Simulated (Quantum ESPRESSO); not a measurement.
**Moving the choice of potentials or basis in TiCo**

The cell as given:

```
Co Ti
1.0
     2.98611    0.00000    0.00000
     0.00000    2.98611    0.00000
     0.00000    0.00000    2.98611
Co Ti
1 1
Cartesian
  1.4931 1.4931 1.4931
  0.0000 0.0000 0.0000
```

The cell comes from a database or a generator and needn't be the stable form of this composition.

Kept alike: task relaxation of cell and atoms; functional PBEsol; k mesh 9 × 9 × 9; occupations fermi-dirac, width 0.05 eV; collinear spin, ferromagnetic start. Program: Quantum ESPRESSO. Cutoffs run from 762 to 1415 eV. The mesh is that of the run's cell of 2 atoms. No spin-orbit coupling.

| choice of potentials or basis | volume (Å³/atom) | moment of the cell (μB) |
| --- | --- | --- |
| GBRV 1.5 PBEsol | 12.663 | 0.58 |
| PseudoDojo 0.4 SR PBEsol stringent | 12.674 | 0.57 |
| PseudoDojo 0.4.1 SR PBEsol standard | 12.678 | 0.59 |

The relaxations keep at least the cell's symmetry (Pm-3m). For a metal such a mesh leaves the last digits unconverged. Relaxations stop with a little pressure left, so the last digits of a volume or edge aren't settled. The runs hold the magnetic state that their start led to, which needn't be the lowest.

The volume runs from 12.663 (GBRV 1.5 PBEsol) to 12.678 Å³/atom (PseudoDojo 0.4.1 SR PBEsol standard). The moment of the cell runs from 0.57 (PseudoDojo 0.4 SR PBEsol stringent) to 0.59 μB (PseudoDojo 0.4.1 SR PBEsol standard).
